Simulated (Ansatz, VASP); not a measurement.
**One calculation of Si, two programs**

```xyz
2
Lattice="0.0000 2.6114 2.6114 2.6114 0.0000 2.6114 2.6114 2.6114 0.0000" Properties=species:S:1:pos:R:3 pbc="T T T"
Si    2.6114    2.6114    2.6114
Si    3.9172    3.9172    3.9172
```

Alike in both runs: task single point; functional LDA; k mesh 12 × 12 × 12; occupations gaussian, width 0.05 eV; no spin polarisation.

|  | VASP | Ansatz |
| --- | --- | --- |
| version | VASP 6.6.1 | Ansatz 0.2.0 |
| potentials or method | VASP PAW LDA potentials, release 64 (Si) | scalar-relativistic, plane waves, PAW |
| plane-wave cutoff (eV) | 520 | 420 |
| valence electrons in the cell | 8 | 8 |

Ansatz gave:

```
gap on the k mesh at the Fermi level (eV) : 0.25
least direct gap on the mesh (eV)         : 2.57
pressure (GPa)                            : 12.1
```

Question: Estimate VASP's values.

Answer: gap on the k mesh at the Fermi level (eV): 0.25; least direct gap on the mesh (eV): 2.57; pressure (GPa): 12.2.

Ansatz warned: «pseudo_functional_mismatch».
